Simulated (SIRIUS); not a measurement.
Rh:

```
Rh
1.0
     0.00000    1.89785    1.89785
     1.89785    0.00000    1.89785
     1.89785    1.89785    0.00000
Rh
1
Direct
  0.00000 0.00000 0.00000
```

Base run:

```yaml
Program: SIRIUS 7.12.0
Functional: LDA
Potentials_or_basis: PseudoDojo 0.4.1 PBE standard (scalar relativistic)
Cutoff: 1202 eV
Density_cutoff: 4809 eV
k_mesh: 12 × 12 × 12
Occupations: fermi-dirac, width 0.05 eV
Spin: no spin polarisation
Hubbard_terms: Rh d U = 8 eV
```

Its results: band gap on the k mesh none (metal or under the smearing width); pressure -7.7 GPa.

Q: The run is repeated on the same cell with these changes: hubbard terms from Rh d U = 8 eV to none; hubbard projectors from orthogonalised atomic orbitals to none; start of the occupations from the program's own to none. What comes out?

A: Band gap on the k mesh none (metal or under the smearing width); pressure -9.2 GPa.

Caveats: the potentials were made for another functional, which shifts forces and pressure; U without spin polarisation on a metal has little footing (some runs); the U is typed as a test and isn't derived for this compound (some runs).
